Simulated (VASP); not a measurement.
A run of VASP 6.6.1 is set up as follows.

File INCAR:

```
PREC = Accurate
ENCUT = 600
EDIFF = 1E-7
ISMEAR = 1
SIGMA = 0.1
LREAL = False
LASPH = True
NELM = 80
ALGO = Normal
ISIF = 3
LWAVE = False
LCHARG = False
GGA = PS
IBRION = 2
NSW = 90
EDIFFG = -0.005
```

KPOINTS

```
regular mesh
0
Gamma
  14 14 14
```

Contents of POSCAR:

```
AlNi                                    
1.0
    2.8627950284     -0.0000000000      0.0000000000
   -0.0000000000      2.8627950284     -0.0000000000
   -0.0000000000     -0.0000000000      2.8627950284
  Al              Ni            
     1     1
Direct
     0.0000000000000000    0.0000000000000000    0.0000000000000000
     0.5000000000000000    0.5000000000000000    0.5000000000000000
```

Potentials or basis: VASP PAW PBE potentials, release 64 (Al, Ni).

Launch:

```console
$ cat potpaw_PBE.64/Al/POTCAR potpaw_PBE.64/Ni/POTCAR > POTCAR
$ mpirun -np 1 vasp_std > vasp.out
```

**Question.** Predict the band gap on the k mesh.

**Answer.** None (metal or under the smearing width).

Final structure:
```cif
data_structure
_symmetry_space_group_name_H-M 'P 1'
_symmetry_Int_Tables_number 1
_cell_length_a 2.8628
_cell_length_b 2.8628
_cell_length_c 2.8628
_cell_angle_alpha 90.000
_cell_angle_beta 90.000
_cell_angle_gamma 90.000
_cell_volume 23.46
loop_
_atom_site_label
_atom_site_type_symbol
_atom_site_fract_x
_atom_site_fract_y
_atom_site_fract_z
_atom_site_occupancy
Al1 Al 0.00000 0.00000 0.00000 1
Ni1 Ni 0.50000 0.50000 0.50000 1
```

Caveat: the relaxation stopped at its first step, so nothing moved. Spin polarisation is off, so any magnetic state and its effect on volume and gap are missing.
